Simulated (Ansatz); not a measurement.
BP:

```
P B
1.0
     0.00000    2.26900    2.26900
     2.26900    0.00000    2.26900
     2.26900    2.26900    0.00000
P B
1 1
Direct
  0.75000 0.75000 0.75000
  0.00000 0.00000 0.00000
```

- Program: Ansatz 0.2.0
- Task: relaxation of cell and atoms
- Functional: PBEsol
- Dispersion: D3(BJ)
- Potentials or basis: all-electron LAPW, scalar-relativistic
- Basis error allowed: 0.001 eV/atom
- k mesh: 10 × 10 × 10
- Occupations: fermi-dirac, width 0.05 eV
- Spin: no spin polarisation

At the start: volume 11.68 Å³/atom.

Question: Where does the relaxation end?

Answer: Over 5 steps the energy falls by 6.7 meV/atom and the volume is 11.30 Å³/atom (-3.3 %); space group F-43m (No. 216, to 0.05 Å).

Step by step:
```
step  energy change (eV)  largest force (eV/Å)  volume (Å³)
   1              0.0000                0.0000        23.36
   2             -0.0107                0.0000        22.94
   3             -0.0134                0.0000        22.58
   4             -0.0134                0.0000        22.60
   5             -0.0134                0.0000        22.60
```

Final structure:
```
P B
1.0
     0.00000    2.24400    2.24400
     2.24400    0.00000    2.24400
     2.24400    2.24400    0.00000
P B
1 1
Cartesian
  3.3660 3.3660 3.3660
  0.0000 0.0000 0.0000
```
